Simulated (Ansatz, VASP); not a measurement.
## One calculation of GaP, two programs

INCAR

```
  PREC = Accurate
  ENCUT = 520
  EDIFF = 1E-6
  ISMEAR = -1
  SIGMA = 0.05
  LREAL = False
  LASPH = True
  NELM = 60
  ALGO = Fast
  ISIF = 2
  LWAVE = False
  LCHARG = False
  GGA = B5
  ALDAX = 1.0
  AGGAX = 1.0
  AGGAC = 1.0
  ALDAC = 0.0
```

KPOINTS

```
regular mesh
0
Gamma
  8 8 8
```

File POSCAR:

```
GaP
1.0
    0.0000000000      2.7252500000      2.7252500000
    2.7252500000      0.0000000000      2.7252500000
    2.7252500000      2.7252500000      0.0000000000
Ga P
1 1
Direct
    0.0000000000      0.0000000000      0.0000000000
    0.7500000000      0.7500000000      0.7500000000
```

Contents of KPOINTS_OPT:

```
path GXWKGLUWLK,UX
20
line-mode
reciprocal
 0.0000000000  0.0000000000  0.0000000000  G
 0.5000000000  0.0000000000  0.5000000000  X

 0.5000000000  0.0000000000  0.5000000000  X
 0.5000000000  0.2500000000  0.7500000000  W

 0.5000000000  0.2500000000  0.7500000000  W
 0.3750000000  0.3750000000  0.7500000000  K

 0.3750000000  0.3750000000  0.7500000000  K
 0.0000000000  0.0000000000  0.0000000000  G

 0.0000000000  0.0000000000  0.0000000000  G
 0.5000000000  0.5000000000  0.5000000000  L

 0.5000000000  0.5000000000  0.5000000000  L
 0.6250000000  0.2500000000  0.6250000000  U

 0.6250000000  0.2500000000  0.6250000000  U
 0.5000000000  0.2500000000  0.7500000000  W

 0.5000000000  0.2500000000  0.7500000000  W
 0.5000000000  0.5000000000  0.5000000000  L

 0.5000000000  0.5000000000  0.5000000000  L
 0.3750000000  0.3750000000  0.7500000000  K

 0.6250000000  0.2500000000  0.6250000000  U
 0.5000000000  0.0000000000  0.5000000000  X
```

File input.yaml:

```yaml
crystal:
  lattice:
    - [0.0, 2.72525, 2.72525]
    - [2.72525, 0.0, 2.72525]
    - [2.72525, 2.72525, 0.0]
  atoms:
    - { symbol: Ga, position: [0.0, 0.0, 0.0] }
    - { symbol: P, position: [0.75, 0.75, 0.75] }
hamiltonian:
  xc: blyp
  pseudopotentials: { kind: paw }
kpoints:
  mp_grid: { grid: [8, 8, 8] }
  band_path:
    path:
      - [[0.0, 0.0, 0.0], [0.5, 0.0, 0.5], [0.5, 0.25, 0.75], [0.375, 0.375, 0.75], [0.0, 0.0, 0.0], [0.5, 0.5, 0.5], [0.625, 0.25, 0.625], [0.5, 0.25, 0.75], [0.5, 0.5, 0.5], [0.375, 0.375, 0.75]]
      - [[0.625, 0.25, 0.625], [0.5, 0.0, 0.5]]
    npoints: 14
scf:
  occupations: { method: fermi_dirac, width: 0.05 }
  n_extra_bands: 6
output:
  forces: true
  stress: true
  eigenvalues: true
  fatbands: false
```

Alike in both runs: task band structure; functional BLYP; k mesh 8 × 8 × 8; occupations fermi-dirac, width 0.05 eV; no spin polarisation.

|  | VASP | Ansatz |
| --- | --- | --- |
| version | VASP 6.6.1 | Ansatz 0.2.0 |
| potentials or method | VASP PAW PBE potentials, release 64 (Ga_d, P) | Ansatz PAW |
| plane-wave cutoff (eV) | 520 | 420 |
| valence electrons in the cell | 18 | 18 |

|  | VASP | Ansatz | Ansatz less VASP |
| --- | --- | --- | --- |
| gap on the k mesh at the Fermi level (eV) | 1.68 | 1.67 | -0.016 |
| least direct gap on the mesh (eV) | 1.73 | 1.71 | -0.019 |
| gap along the band path (eV) | 1.68 | 1.67 | -0.016 |
| pressure (GPa) | 6.5 | 6.3 | -0.20 |

Caveats: the PAW data sets were made with another functional, which shifts forces and pressure a little (VASP); the PAW data sets come from PBE, with cores solved anew for the run's functional, which leaves a small shift of forces and pressure (Ansatz). Expect the measured gap to be larger: semilocal functionals such as BLYP lack the derivative discontinuity.
